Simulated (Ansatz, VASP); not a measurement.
# Sn (dimer Sn chain) in two plane-wave programs

Wanted: the spread between two codes on one cell, functional and k mesh. The structure shown is the start of the Ansatz relaxation below; VASP solves that cell, so the two are compared at the walk's first step. Other levels of theory on this material are compared in a session of their own.

Method: plane waves, with VASP 6.6.1 beside it; single point at LDA, in Ansatz 0.2.0.

## Step 1: Set-up

The cell holds 2 atoms: 2 Sn. Its edges and angles: a = 7.500 Å, b = 7.500 Å, c = 5.282 Å, α = 90.0°, β = 90.0°, γ = 90.0°. Vacuum lies along a and b. The structure's axis is c.

## Step 2: Ansatz: relaxation, LDA

Ansatz runs on its default PAW (the set named soft_2) files.

The two programs are compared at the cell with which this relaxation starts, whose forces are those of its first step.

File input.yaml:

```yaml
crystal:
  lattice:
    - [7.5, 0.0, 0.0]
    - [0.0, 7.5, 0.0]
    - [0.0, 0.0, 5.282]
  atoms:
    - { symbol: Sn, position: [0.5, 0.5, 0.0], spin: 0.5 }
    - { symbol: Sn, position: [0.5, 0.5, 0.45], spin: 0.5 }
magnetization:
  spin_polarized: true
kpoints:
  mp_grid: { grid: [1, 1, 16] }
scf:
  occupations: { method: fermi_dirac, width: 0.05 }
hamiltonian:
  xc: lda
relax:
  cell: { fix: [a, b, alpha, beta, gamma] }
  max_steps: 60
```

On the command line:

```
> ansatz run input.yaml --threads 4 --pin off --max-ram 8192MiB --backend cpu --events-out ev --progress --plain --runs-dir out
```

Numbers of over 12 decimals in the logs are rounded to 6 here.

Output:

```text
Engine: ansatz 0.2.0, aarch64-unknown-linux-gnu
Pseudopotentials: kind: paw
Pseudopotential: Sn, paw, valence charge 14, recommended cutoff 420 eV (normal), Sn.paw.azcp
Functional definition: SPW92
  exchange = slater_x
  correlation = pw_c
Crystal: 2 atoms, lattice volume = 297.113 Å³
Basis set: ecut = 420 eV, 5833 PW (Γ)
Bands: 19, of which v1, the nominal top of the filled ones, is band 14 counted from 1 (13 counted from 0)
Symmetry: 16 space group operations
Space group: P4/mmm (ITA 123), of the structure as read, at distance tolerance 6.7e-5 Å
Magnetic group: BNS 123.339 (UNI 999), of the structure as read, at distance tolerance 6.7e-5 Å
k-points: 9 of 16
Non-local potential: Sn, projectors of the file, l = 0: 2, l = 1: 2, l = 2: 2, l = 3: 2
PAW form: soft (Blöchl's): semilocal exchange-correlation on the pseudo side does not see the compensation charge
PAW frozen core: Sn, regenerated for the run's functional, and the local potential with it (the file was generated under x = pbe(κ = 0.804, μ = 0.219515), c = pbe(β = 0.066725))
PAW one-centre angular grid: Sn, 590 points (default); XC on 64 Gauss nodes
Initial density: superposition of atomic densities (neutral atoms: chi_scale 0, normalization atom)
Starting moments: Σ|m| = 1 μB on 2 of 2 sites
Initial wavefunctions: pseudopotential atomic-orbital guess
Functional: x = slater, c = lda
iter 1 solved again at ethr=1.95e-3 eV; its pass at ethr=3.10e-3 eV (dr2=5.46e-1 eV) is discarded
SCF iter   1: F=—  HF=-11755.404094 eV  |F-HF|=—  |Δ(HF+E_count)|=         —  Δρ=1.27e-2 (↑1.27e-2 ↓1.07e-2)  dr2=5.56e-1  dr2_m=3.10e-1  M=0.165 μB ∫|m|=0.165 μB  β_m=0.30  ethr=1.95e-3  ⟨swp⟩=1.0  Hψ=2442  notcnv=0
preconditioner: auto → LDOS  [metal: Δε(μ)=0.122 eV  Ē_g=6.976 eV  σ=0.050 eV  W_gap=0.46  n_scr=30 (ndim 8)  ℏωp=6.1 eV  f_vac=0.605  D(μ)=2.75/eV (n_scr^D=10)]
spin=Collinear: LDOS preconditioning applied to the charge; magnetization (m = ρ↑ − ρ↓) channel mixes plain (no charge-response kernel on spin).
SCF iter   2: F=—  HF=-11755.300757 eV  |F-HF|=—  |Δ(HF+E_count)|=   1.03e-1  Δρ=8.44e-3 (↑8.44e-3 ↓7.86e-3)  dr2=2.50e-1  dr2_m=1.55e-1  M=0.136 μB ∫|m|=0.136 μB  β_m=0.30  ethr=1.95e-3  ⟨swp⟩=2.0  Hψ=386  notcnv=0
SCF iter   3: F=—  HF=-11755.230598 eV  |F-HF|=—  |Δ(HF+E_count)|=   7.02e-2  Δρ=5.91e-3 (↑4.98e-3 ↓5.91e-3)  dr2=3.26e-2  dr2_m=7.73e-2  M=0.126 μB ∫|m|=0.126 μB  β_m=0.30  ethr=8.93e-4  ⟨swp⟩=2.6  Hψ=702  notcnv=0
SCF iter   4: F=—  HF=-11755.230788 eV  |F-HF|=—  |Δ(HF+E_count)|=   1.90e-4  Δρ=3.91e-3 (↑3.72e-3 ↓3.91e-3)  dr2=8.78e-3  dr2_m=3.86e-2  M=0.116 μB ∫|m|=0.116 μB  β_m=0.30  ethr=1.16e-4  ⟨swp⟩=3.1  Hψ=728  notcnv=0  defer=1
SCF iter   5: F=—  HF=-11755.232795 eV  |F-HF|=—  |Δ(HF+E_count)|=   2.01e-3  Δρ=2.77e-3 (↑2.63e-3 ↓2.77e-3)  dr2=1.61e-3  dr2_m=1.95e-2  M=0.098 μB ∫|m|=0.098 μB  β_m=0.30  ethr=3.14e-5  ⟨swp⟩=2.4  Hψ=569  notcnv=0  defer=2
SCF iter   6: F=—  HF=-11755.234569 eV  |F-HF|=—  |Δ(HF+E_count)|=   1.77e-3  Δρ=1.94e-3 (↑1.94e-3 ↓1.89e-3)  dr2=1.26e-4  dr2_m=9.95e-3  M=0.081 μB ∫|m|=0.081 μB  β_m=0.30  ethr=5.74e-6  ⟨swp⟩=2.5  Hψ=598  notcnv=0  defer=2
SCF iter   7: F=—  HF=-11755.235703 eV  |F-HF|=—  |Δ(HF+E_count)|=   1.13e-3  Δρ=1.37e-3 (↑1.36e-3 ↓1.37e-3)  dr2=5.76e-5  dr2_m=5.06e-3  M=0.070 μB ∫|m|=0.070 μB  β_m=0.30  ethr=4.50e-7  ⟨swp⟩=2.0  Hψ=592  notcnv=0  defer=2
Mixer restart at iter 7: flushing history
spin-set hold released at iteration 7 (site moments contracting): the magnetisation degrees of freedom join the quasi-Newton model from the next iteration; the mixer history was flushed
SCF iter   8: F=—  HF=-11755.236227 eV  |F-HF|=—  |Δ(HF+E_count)|=   5.23e-4  Δρ=9.77e-4 (↑9.76e-4 ↓9.77e-4)  dr2=1.62e-5  dr2_m=2.59e-3  M=0.059 μB ∫|m|=0.059 μB  β_m=0.65  ethr=2.06e-7  ⟨swp⟩=2.6  Hψ=615  notcnv=0  defer=2
SCF iter   9: F=—  HF=-11755.237055 eV  |F-HF|=—  |Δ(HF+E_count)|=   8.28e-4  Δρ=8.78e-5 (↑8.61e-5 ↓8.78e-5)  dr2=9.52e-6  dr2_m=1.92e-5  M=0.023 μB ∫|m|=0.023 μB  β_m=0.70  ethr=5.78e-8  ⟨swp⟩=2.8  Hψ=636  notcnv=0  defer=2
SCF iter  10: F=—  HF=-11755.237099 eV  |F-HF|=—  |Δ(HF+E_count)|=   4.41e-5  Δρ=5.71e-5 (↑5.71e-5 ↓5.60e-5)  dr2=2.51e-6  dr2_m=8.43e-6  M=0.015 μB ∫|m|=0.015 μB  β_m=0.85  ethr=3.40e-8  ⟨swp⟩=2.0  Hψ=592  notcnv=0  defer=2
SCF iter  11: F=—  HF=-11755.237126 eV  |F-HF|=—  |Δ(HF+E_count)|=   2.69e-5  Δρ=2.99e-5 (↑2.85e-5 ↓2.99e-5)  dr2=4.51e-7  dr2_m=2.24e-6  M=0.008 μB ∫|m|=0.008 μB  β_m=0.92  ethr=8.97e-9  ⟨swp⟩=2.0  Hψ=596  notcnv=0  defer=2
SCF iter  12: F=—  HF=-11755.237135 eV  |F-HF|=—  |Δ(HF+E_count)|=   9.26e-6  Δρ=7.48e-6 (↑7.48e-6 ↓6.68e-6)  dr2=9.60e-8  dr2_m=1.12e-7  M=0.002 μB ∫|m|=0.002 μB  β_m=0.77  ethr=3.57e-10  ⟨swp⟩=3.9  Hψ=1381  notcnv=0
SCF iter  13: F=—  HF=-11755.237135 eV  |F-HF|=—  |Δ(HF+E_count)|=   4.42e-7  Δρ=8.80e-7 (↑7.46e-7 ↓8.80e-7)  dr2=2.19e-9  dr2_m=1.54e-9  M=0.000 μB ∫|m|=0.000 μB  β_m=0.76  ethr=3.43e-10  ⟨swp⟩=5.0  Hψ=1087  notcnv=0
[...]
SCF iter   4: F=—  HF=-11755.743417 eV  |F-HF|=—  |Δ(HF+E_count)|=   3.79e-5  Δρ=1.17e-5 (↑1.17e-5 ↓1.13e-5)  dr2=9.76e-7  dr2_m=1.73e-7  M=0.000 μB ∫|m|=0.000 μB  β_m=0.77  ethr=2.46e-8  ⟨swp⟩=2.3  Hψ=600  notcnv=0
iter 5 did not close the SCF: its close was put off for a magnetic moment that had not settled (scf_convergence_deferred on its scf_iter line)
SCF iter   5: F=-11755.743417 eV  HF=-11755.743417 eV  |F-HF|=5.31e-8  |Δ(HF+E_count)|=   4.58e-7  Δρ=2.39e-6 (↑1.96e-6 ↓2.39e-6)  dr2=8.31e-8  dr2_m=7.48e-10  M=0.000 μB ∫|m|=0.000 μB  β_m=0.73  ethr=7.14e-10  ⟨swp⟩=5.0  Hψ=1114  notcnv=0
iter 6 did not close the SCF: its close was put off for a magnetic moment that had not settled (scf_convergence_deferred on its scf_iter line)
SCF iter   6: F=-11755.743417 eV  HF=-11755.743417 eV  |F-HF|=2.42e-9  |Δ(HF+E_count)|=   1.43e-8  Δρ=7.55e-7 (↑7.55e-7 ↓5.40e-7)  dr2=3.82e-9  dr2_m=4.90e-10  M=0.000 μB ∫|m|=0.000 μB  β_m=0.83  ethr=2.97e-10  ⟨swp⟩=3.0  Hψ=1202  notcnv=0
SCF iter   7: F=-11755.743417 eV  HF=-11755.743417 eV  |F-HF|=2.71e-10  |Δ(HF+E_count)|=   3.51e-9  Δρ=1.75e-7 (↑1.22e-7 ↓1.75e-7)  dr2=5.39e-10  dr2_m=9.30e-12  M=0.000 μB ∫|m|=0.000 μB  ethr=1.36e-11  ⟨swp⟩=1.9  Hψ=1024  notcnv=0
the starting moments were not kept: the SCF closed with an absolute magnetisation of 7.9e-6 μB, where they sum to 1 μB in size (2 sites). That is at most 0.1 of that sum. Measured as dr2_m measures the in/out step, that magnetisation stands 2.1e-12 eV from none, at or under the dr2_threshold of 2.0e-7 eV: it is no larger than a step whose dr2_m would equal this threshold.
SCF 4 converged in 7 iterations: F = -11755.743417 eV  dr2 = 5.39e-10
relax step   4: F+E_penalty+E_count = -11755.74341702 eV  Δ(F+E_penalty+E_count) = -6.746e-3 eV  max|allowed force component| = 4.658e-3 eV/Å  Δτ_max = 0.0113 Å  P = +0.228 GPa  Ω = 301.072 Å³  energy of the carried Pulay correction = -1.772e-4 eV  fix = [a, b, alpha, beta, gamma]  reactions: a +0.240, b +0.240 GPa  (7 SCF iters, dr2 threshold 2.00e-7 eV, accepted)
[...]
relax step   5: F+E_penalty+E_count = -11755.74396111 eV  Δ(F+E_penalty+E_count) = -5.441e-4 eV  max|allowed force component| = 5.673e-5 eV/Å  Δτ_max = 0.0002 Å  P = +0.160 GPa  Ω = 301.997 Å³  energy of the carried Pulay correction = -2.182e-4 eV  fix = [a, b, alpha, beta, gamma]  reactions: a +0.240, b +0.240 GPa  (5 SCF iters, dr2 threshold 1.04e-7 eV, accepted)
[...]
relax step   6: F+E_penalty+E_count = -11755.74424451 eV  Δ(F+E_penalty+E_count) = -2.834e-4 eV  max|allowed force component| = 1.373e-5 eV/Å  Δτ_max = 0.0000 Å  P = +0.159 GPa  Ω = 301.997 Å³  fix = [a, b, alpha, beta, gamma]  reactions: a +0.237, b +0.237 GPa  stress off target by 1.82e-3 GPa on what of the cell is left free  SCF on the basis re-selected at this cell (its energy is not comparable with the rows above)  (4 SCF iters)
basis re-selected at this cell: Δ(F+E_penalty+E_count) = -2.834e-4 eV, ΔP = -0.001 GPa vs the last step (what re-selecting the basis moved, of the pressure what is left beyond the Pulay correction that the steps carried, after the strain that the cell walked since its last selection, with what the two solves' SCF thresholds leave and, on support functions, any second-order correction that the steps lacked; it is no m [...]
SCF converged after 4 iterations
Magnetization: -0.0000 μB (14.0000 up, 14.0000 down)
Absolute magnetization: 0.0000 μB (∫|ρ↑−ρ↓|, with the PAW one-centre terms)
Spin contamination: 0.0000 ħ² per cell (⟨S²⟩ above its minimum at these occupations)
Per-site moments (μB) at R_I (Å): [(-1.504844915505658e-7, 1.107320), (-1.5048449154751365e-7, 1.107320)]
Free energy (F): -11755.744245 eV
Harris-Foulkes:  -11755.744245 eV  (|F-HF|=7.28e-12)
Internal energy: -11755.728300 eV  (E = F + TS)
E sigma→0 (E₀):  -11755.736272 eV
Entropy (-TS):   -0.015945 eV (-7.972 meV/atom)
Fermi energy:    -1.956930 eV
--- Per-component energies (eV) ---
  E_band       = -508.340389
  E_kinetic    = 373.797390
  E_local      = -5058.717312  (includes V_loc(G=0)·N_el)
  E_nonlocal   = -56.474927
  E_hartree    = 2566.225131
  E_xc         = -755.452558
  E_vxc        = -193.534129  (∫ρ·V_xc dr)
  E_paw        = -7986.907381  (= ΣΔE_a)
  E_vpaw       = -705.861747  (= ΣTr[D̂ρ^β])
  E_aug_tail   = -0.000001  (compensation charges beyond the density's cutoff)
  E_ewald      = -839.048439
  E_core_change = 0.849796  (= ΣΔE_core)
  E_smearing   = -0.015945  (= −TS)
  E_closure    = -0.000000  (closes the sum)
  Σ components = -11755.744245   (vs F -11755.744245, Δ=0.00e0)
--- Forces (eV/Å), atoms counted from 1 ---
  atom   1  Sn     0.00000000     0.00000000     0.00001373
  atom   2  Sn     0.00000000     0.00000000    -0.00001373
  max |Σ_I F_I| component: 0.00e0 eV/Å
--- Stress (GPa, compression-positive) ---
        0.237112       0.000000       0.000000
        0.000000       0.237112       0.000000
        0.000000       0.000000       0.001816
  P = ⅓ Tr σ = 0.1587 GPa (1.587 kbar)
--- Relaxed structure (5 steps of the walk, 5 accepted, 1 SCFs on fresh bases) ---
  F+E_penalty+E_count = -11755.74424451 eV   max|allowed force component| = 1.373e-5 eV/Å   (the final SCF, on the basis selected at the relaxed cell)
  cell:  # Å, volume = 301.9965 Å³
    - [7.5, 0.0, 0.0]
    - [0.0, 7.5, 0.0]
    - [0.0, 0.0, 5.368827]
  atoms:
    - { symbol: Sn, position: [0.5, 0.5, -0.025000] }
    - { symbol: Sn, position: [0.5, 0.5, 0.475000] }
```

Reading the cycles: dr2 is the Hartree energy of the density residual (eV), the measure of convergence; HF is the Harris–Foulkes estimate of the energy, which meets the free energy F at convergence.

## Step 3: VASP: single point, LDA, start cell

The same cell, functional (in two slightly different forms), mesh and smearing now go to VASP, with its own data sets.

Lines of VASP's logs that name or quote its potential files are left out, and so is its time.

File INCAR:

```
SYSTEM = Sn
PREC = Accurate
ENCUT = 400
EDIFF = 1E-06
NELM = 200
ISMEAR = -1
SIGMA = 0.05
LREAL = .FALSE.
ALGO = Normal
GGA = CA
NBANDS = 21
ISPIN = 2
MAGMOM = -0 -0
LORBIT = 11
LWAVE = .FALSE.
LCHARG = .FALSE.
ISIF = 2
LASPH = .TRUE.
GGA_COMPAT = .FALSE.
KPAR = 2
```

File POSCAR:

```
Sn
1.0
    7.5000000000      0.0000000000      0.0000000000
    0.0000000000      7.5000000000      0.0000000000
    0.0000000000      0.0000000000      5.2820000000
Sn
2
Direct
    0.5000000000      0.5000000000      0.0000000000
    0.5000000000      0.5000000000      0.4500000000
```

File KPOINTS:

```
Automatic mesh
0
Gamma
1 1 16
0 0 0
```

PAW data sets: Sn_d (LDA family, release 64).

On the command line:

```
> mpirun -np 2 vasp_std
```

Output:

```text
[banner, memory and clock lines left out]
running    2 mpi-ranks, on    1 nodes
 distrk:  each k-point on    1 cores,    2 groups
 distr:  one band on    1 cores,    1 groups

 POSCAR found type information on POSCAR Sn
 POSCAR found :  1 types and       2 ions
 LDA part: xc-table for (Slater(with rela. corr.)+CA(PZ))
 , standard interpolation
 POSCAR, INCAR and KPOINTS ok, starting setup
 FFT: planning ... GRIDC
 FFT: planning ... GRID_SOFT
 FFT: planning ... GRID
 WAVECAR not read
 entering main loop
       N       E                     dE             d eps       ncg     rms          rms(c)
DAV:   1     0.171046765356E+03    0.17105E+03   -0.11942E+04   940   0.931E+02
DAV:   2     0.860636085191E+01   -0.16244E+03   -0.15967E+03   817   0.251E+02
DAV:   3    -0.487376722321E+01   -0.13480E+02   -0.13393E+02   891   0.975E+01
DAV:   4    -0.532553592840E+01   -0.45177E+00   -0.45161E+00   811   0.206E+01
DAV:   5    -0.534787067740E+01   -0.22335E-01   -0.22334E-01  1136   0.407E+00    0.296E+00
DAV:   6    -0.518853546439E+01    0.15934E+00   -0.13714E-01   826   0.208E+00    0.158E+00
DAV:   7    -0.512959993674E+01    0.58936E-01   -0.18931E-01   980   0.219E+00    0.232E-01
DAV:   8    -0.513183554091E+01   -0.22356E-02   -0.17414E-02   781   0.776E-01    0.206E-01
DAV:   9    -0.513312037808E+01   -0.12848E-02   -0.27082E-03   968   0.239E-01    0.713E-02
DAV:  10    -0.513405948195E+01   -0.93910E-03   -0.22788E-04   860   0.102E-01    0.368E-02
DAV:  11    -0.513500986239E+01   -0.95038E-03   -0.20082E-04   920   0.587E-02    0.361E-02
DAV:  12    -0.513530966034E+01   -0.29980E-03   -0.40007E-05   816   0.287E-02    0.180E-02
DAV:  13    -0.513558452329E+01   -0.27486E-03   -0.80593E-05   900   0.395E-02    0.147E-02
DAV:  14    -0.513560516621E+01   -0.20643E-04   -0.55948E-06   866   0.205E-02    0.696E-03
DAV:  15    -0.513564050911E+01   -0.35343E-04   -0.64656E-06   612   0.106E-02    0.143E-03
DAV:  16    -0.513564306640E+01   -0.25573E-05   -0.54142E-07   586   0.548E-03    0.112E-03
DAV:  17    -0.513564354953E+01   -0.48314E-06   -0.91991E-08   555   0.234E-03
   1 F= -.51356435E+01 E0= -.51220752E+01  d E =-.271368E-01  mag=     0.0000
```

[end of part 1 of 2]

[Lines on the potential files, build, host, timing and source positions are cut from VASP's logs without a mark.]

[Logs are printed without paths, hosts, clocks, repeated set-up lines and the standing remarks that a program may print on its own settings, such as how far it seeks lower states.]

[Hosts, paths, dates, database ids (printed as entryN), source tags and the programs' standing remarks are cut or masked in the printed files.]
